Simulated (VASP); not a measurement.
A run of VASP 6.6.1:

File INCAR:

```
SYSTEM = Pd
ALGO     = Fast           ! electronic algorithm
EDIFF    = 1E-6           ! SCF threshold, eV
EDIFFG   = -0.005         ! ionic threshold
ENCUT    = 600            ! plane-wave cutoff, eV
GGA      = PS             ! functional
IBRION   = 2              ! ionic algorithm
ISIF     = 3              ! what is computed and relaxed
ISMEAR   = -1             ! smearing method
LASPH    = .True.         ! aspherical terms in the spheres
LCHARG   = .False.        ! write CHGCAR
LREAL    = .False.        ! projectors in reciprocal space
LWAVE    = .False.        ! write WAVECAR
NELM     = 100            ! most SCF steps
NSW      = 40             ! ionic steps
PREC     = Accurate       ! precision mode
SIGMA    = 0.05           ! smearing width, eV
```

The input KPOINTS:

```
k-points
0
Gamma
  10 10 6
  0 0 0
```

Contents of POSCAR:

```
Pd
1.0
    2.7836650458      0.0000000000      0.0000000000
   -1.3918325229      2.4107246453      0.0000000000
    0.0000000000      0.0000000000      4.6288930000
Pd
2
Direct
    0.3333333333      0.6666666667      0.2500000000
    0.6666666667      0.3333333333      0.7500000000
```

Potentials or basis: VASP PAW PBE potentials, release 64 (Pd).

Command:

```console
$ cat potpaw_PBE.64/Pd/POTCAR > POTCAR
$ mpirun -np 1 vasp_std > vasp.out
```

Hardware: 1 thread of Intel(R) Xeon(R) Platinum 8488C (Sapphire Rapids) (shared host).

Task: Estimate the wall time of this run.

Result: It took 110 s on 1 thread of Intel(R) Xeon(R) Platinum 8488C (Sapphire Rapids), with other jobs on the host, peak memory 0.18 GiB. Counts: scf iterations 70, k points 56, ion steps 10.
